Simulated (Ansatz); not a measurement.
# Au (Fm-3m) in Ansatz: notebook

One crystal, Au, is run at these levels: PBE; tasks: single point.

Program: Ansatz 0.2.0. These are calculated values, not measurements. Logs are shortened: lines on timing, memory, paths and dates and some standing lists are left out, and cuts for length are marked.

**1. Starting point**

The structure is cubic, space group Fm-3m (No. 225). The conventional cell has a = 4.070 Å, b = 4.070 Å, c = 4.070 Å, α = 90.00°, β = 90.00°, γ = 90.00°. Around Au (site symmetry m-3m) lie 12 Au at 2.88 Å.

**2. Single point, PBE**

Input file input.yaml:

```yaml
crystal:
  lattice:
    - [0.0, 2.035, 2.035]
    - [2.035, 0.0, 2.035]
    - [2.035, 2.035, 0.0]
  atoms:
    - { symbol: Au, position: [0.0, 0.0, 0.0] }
hamiltonian:
  xc: pbe
  pseudopotentials: { kind: paw }
kpoints:
  mp_grid: { grid: [11, 11, 11] }
scf:
  occupations: { method: gaussian, width: 0.016 }
output:
  forces: true
  stress: true
  eigenvalues: true
  write_density: true
  write_potential: true
  elf: true
  volumetric_format: npy
```

Potentials or basis: Ansatz PAW.

Command:

```sh
$ ansatz run input.yaml --threads 2 --pin off --max-ram 5632MiB --backend cpu --events-out ev --progress --plain --runs-dir out
```

The log of the run:

```text
Warning: RAYON_NUM_THREADS=2 ignored (pool sized by the plan → 2); use --threads N
Engine: ansatz 0.2.0, aarch64-unknown-linux-gnu
Pseudopotentials: kind: paw
Pseudopotential: Au, paw, valence charge 19, recommended cutoff 420 eV (normal), Au.paw.azcp
Functional definition: PBE
  parameter kappa = 0.804
  parameter beta = 0.06672455060314922
  exchange = pbe_x(kappa = kappa, mu = beta*pi^2/3)
  correlation = pbe_c(beta = beta)
Crystal: 1 atoms, lattice volume = 16.855 Å³
Basis set: ecut = 420 eV, 331 PW (Γ), exchange–correlation on 40×40×40 points (8 copies of the dense FFT grid, shifted against one another)
Bands: 14, of which v1, the nominal top of the filled ones, is band 10 counted from 1 (9 counted from 0)
Symmetry: 48 space group operations
Space group: Fm-3m (ITA 225), of the structure as read, at distance tolerance 2.6e-5 Å
k-points: 56 of 1331
Non-local potential: Au, projectors of the file, l = 0: 3, l = 1: 2, l = 2: 2, l = 3: 1
PAW form: soft (Blöchl's): semilocal exchange-correlation on the pseudo side does not see the compensation charge
PAW one-centre angular grid: Au, 590 points (default); XC on 64 Gauss nodes
Initial density: superposition of atomic densities (neutral atoms: chi_scale 0, normalization atom), corrected by the library's trained network
Initial wavefunctions: pseudopotential atomic-orbital guess
Functional: x = pbe(κ = 0.804, μ = 0.2195149727645171), c = pbe(β = 0.06672455060314922)
SCF iter   1: F=—  HF=-13149.301127 eV  |F-HF|=—  |Δ(HF+E_count)|=         —  Δρ=1.69e-3  dr2=1.47e-4  ethr=1.77e-3  ⟨swp⟩=4.8  Hψ=4097  notcnv=0
preconditioner: auto → none  [insulator: Δε(μ)=0.246 eV  Ē_g=16.169 eV  σ=0.016 eV  W_gap=0.98  n_scr=8 (ndim 8)  ℏωp=30.0 eV  f_vac=0.000  D(μ)=0.16/eV (n_scr^D=0)  ε∞_Penn≈4.4]
SCF iter   2: F=—  HF=-13149.301517 eV  |F-HF|=—  |Δ(HF+E_count)|=   3.90e-4  Δρ=8.63e-4  dr2=3.18e-5  ethr=7.75e-7  ⟨swp⟩=2.7  Hψ=1861  notcnv=0  defer=8
SCF iter   3: F=—  HF=-13149.301599 eV  |F-HF|=—  |Δ(HF+E_count)|=   8.14e-5  Δρ=2.50e-4  dr2=7.83e-6  ethr=1.67e-7  ⟨swp⟩=2.0  Hψ=1074  notcnv=0  defer=8
iter 4 did not close the SCF: its close was put off for the readings that it lacked (scf_convergence_deferred on its scf_iter line)
SCF iter   4: F=-13149.301599 eV  HF=-13149.301599 eV  |F-HF|=6.07e-8  |Δ(HF+E_count)|=   3.98e-7  Δρ=2.58e-5  dr2=2.39e-8  ethr=4.12e-8  ⟨swp⟩=2.1  Hψ=1067  notcnv=0  defer=8
iter 5 did not close the SCF: its close was put off for the readings that it lacked (scf_convergence_deferred on its scf_iter line)
SCF iter   5: F=-13149.301599 eV  HF=-13149.301599 eV  |F-HF|=1.13e-9  |Δ(HF+E_count)|=   6.19e-8  Δρ=3.66e-6  dr2=6.36e-10  ethr=1.26e-10  ⟨swp⟩=2.0  Hψ=1296  notcnv=0  defer=8
SCF iter   6: F=-13149.301599 eV  HF=-13149.301599 eV  |F-HF|=3.64e-12  |Δ(HF+E_count)|=   1.23e-9  Δρ=8.94e-7  dr2=5.13e-11  ethr=3.35e-12  ⟨swp⟩=5.1  Hψ=3696  notcnv=0
SCF 1 converged in 6 iterations: F = -13149.301599 eV  dr2 = 5.13e-11
SCF converged after 6 iterations
Free energy (F): -13149.301599 eV
Harris-Foulkes:  -13149.301599 eV  (|F-HF|=3.64e-12)
Internal energy: -13149.301579 eV  (E = F + TS)
E sigma→0 (E₀):  -13149.301589 eV
Entropy (-TS):   -0.000020 eV (-0.020 meV/atom)
Fermi energy:    21.058590 eV
--- Per-component energies (eV) ---
  E_band       = -201.675342
  E_kinetic    = 605.480179
  E_local      = -1687.825310  (includes V_loc(G=0)·N_el)
  E_nonlocal   = 74.218178
  E_hartree    = 721.839870
  E_xc         = -228.363766
  E_vxc        = -275.732342  (∫ρ·V_xc dr)
  E_paw        = -9706.720994  (= ΣΔE_a)
  E_vpaw       = -361.497550  (= ΣTr[D̂ρ^β])
  E_aug_tail   = 0.001496  (compensation charges beyond the density's cutoff)
  E_ewald      = -2927.931232
  E_smearing   = -0.000020  (= −TS)
  E_closure    = 0.000000  (closes the sum)
  Σ components = -13149.301599   (vs F -13149.301599, Δ=0.00e0)
--- Forces (eV/Å), atoms counted from 1 ---
  atom   1  Au     0.00000000     0.00000000     0.00000000
  max |Σ_I F_I| component: 6.98e-32 eV/Å
--- Stress (GPa, compression-positive) ---
       10.839572       0.000000       0.000000
       -0.000000      10.839572      -0.000000
       -0.000000       0.000000      10.839572
  P = ⅓ Tr σ = 10.8396 GPa (108.396 kbar)
--- Band table (eV; the first three rows and the last of 56) ---
  k-point 0: bands = ["-84.5312", "-35.8796", "-35.8796", "-35.8796", "10.9676", "16.2026", "16.2026", "16.2026", "17.7516", "17.7516", "35.4096", "39.4680", "39.4680", "39.4680"]
  k-point 1: bands = ["-84.5302", "-35.8980", "-35.8824", "-35.8824", "11.2573", "16.1109", "16.2996", "16.2996", "17.7105", "17.7105", "35.7338", "37.8638", "39.8146", "39.8146"]
  k-point 2: bands = ["-84.5275", "-35.9472", "-35.8898", "-35.8898", "12.0513", "15.9616", "16.4745", "16.4745", "17.7142", "17.7142", "34.7180", "36.5716", "40.6682", "40.6682"]
  k-point 55: bands = ["-84.5146", "-36.0401", "-36.0277", "-35.9642", "14.8941", "15.4327", "16.0206", "17.6399", "19.2101", "25.2325", "26.9175", "27.9094", "31.0949", "42.1498"]
```

v_z.tsv:

```text
# z_ang	v_es[eV]	v_tot[eV]
# format = ansatz-planar-average/11
# xc	pbe
# density_cutoff_ev	1680
# datasets	Au=:simpson_from_first_knot:soft
# lattice	0.000000000	2.035000000	2.035000000
# lattice	2.035000000	0.000000000	2.035000000
# lattice	2.035000000	2.035000000	0.000000000
# sites	1
# site	79	0.000000000	0.000000000	0.000000000
0.000000	3.582897e0	-1.243589e1
0.143896	3.895539e0	-1.198990e1
0.287792	4.848694e0	-1.064119e1
0.431689	6.470032e0	-8.379616e0
0.575585	8.754050e0	-5.253222e0
0.719481	1.159137e1	-1.448273e0
[... 12 lines left out ...]
2.590132	4.848694e0	-1.064119e1
2.734028	3.895539e0	-1.198990e1
```

Wall time 0.71 s (2 threads of Arm Neoverse V1, shared host); peak memory 0.26 GiB.

What came out:

```yaml
Free_energy: -13149.3016 eV
Pressure: 10.8 GPa
Band_gap_on_the_k_mesh: none (metal or under the smearing width)
```

Levels at points of the mesh, in eV from the Fermi level:
```tsv
k point	band 8	band 9	band 10	band 11	band 12	band 13
(0.00, 0.00, 0.00)	-4.86	-3.31	-3.31	14.35	18.41	18.41
```

The run has no spin-orbit coupling, so splittings on Au are missing.

**3. Single point, PBE**

Edit input.yaml of step 2 so:

```diff
@@ -13,3 +13,3 @@
 scf:
-  occupations: { method: gaussian, width: 0.016 }
+  occupations: { method: gaussian, width: 0.017 }
 output:
```

Potentials or basis: Ansatz PAW.

Command:

```sh
$ ansatz run input.yaml --threads 2 --pin off --max-ram 5632MiB --backend cpu --events-out ev --progress --plain --runs-dir out
```

It took 0.72 s on 2 threads of Arm Neoverse V1, shared host; peak memory 0.26 GiB.

The run converged. Its results:

```yaml
Free_energy: -13149.3016 eV
Pressure: 10.8 GPa
Band_gap_on_the_k_mesh: none (metal or under the smearing width)
```

Levels at points of the mesh, in eV from the Fermi level:
```
           k point  band 6  band 7  band 8  band 9  band 10  band 11  band 12  band 13  band 14
(0.00, 0.00, 0.00)   -4.85   -4.85   -4.85   -3.31    -3.31    14.35    18.41    18.41    18.41
```

The run has no spin-orbit coupling, so splittings on Au are missing.

**4. Single point, PBE**

Edit input.yaml of step 3 so:

```diff
@@ -13,3 +13,3 @@
 scf:
-  occupations: { method: gaussian, width: 0.017 }
+  occupations: { method: gaussian, width: 0.018 }
 output:
```

Command:

```sh
$ ansatz run input.yaml --threads 2 --pin off --max-ram 5632MiB --backend cpu --events-out ev --progress --plain --runs-dir out
```

Wall time 0.72 s (2 threads of Arm Neoverse V1, shared host); peak memory 0.26 GiB.

Results (log left out):

```
Free energy            : -13149.3016 eV
Pressure               : 10.8 GPa
Band gap on the k mesh : none (metal or under the smearing width)
```

Levels at points of the mesh, in eV from the Fermi level:
| k point | band 8 | band 9 | band 10 | band 11 | band 12 | band 13 |
| --- | --- | --- | --- | --- | --- | --- |
| (0.00, 0.00, 0.00) | -4.85 | -3.30 | -3.30 | 14.35 | 18.41 | 18.41 |

Spin-orbit coupling is left out, which matters for the levels of Au.

**5. Summary**

```tsv
smearing	gap on the mesh (eV)	pressure (GPa)
gaussian 0.016 eV	none	10.8
gaussian 0.017 eV	none	10.8
gaussian 0.018 eV	none	10.8
```

Alike in all rows: task single point; level PBE; potentials or basis Ansatz PAW; no spin polarisation; cell as given; k mesh 11 × 11 × 11; cutoff (eV) 420.

Every run on the cell as given and a fine mesh finds a metal.

Total energies depend on the potentials used, so only differences within one code and one set of settings carry meaning.
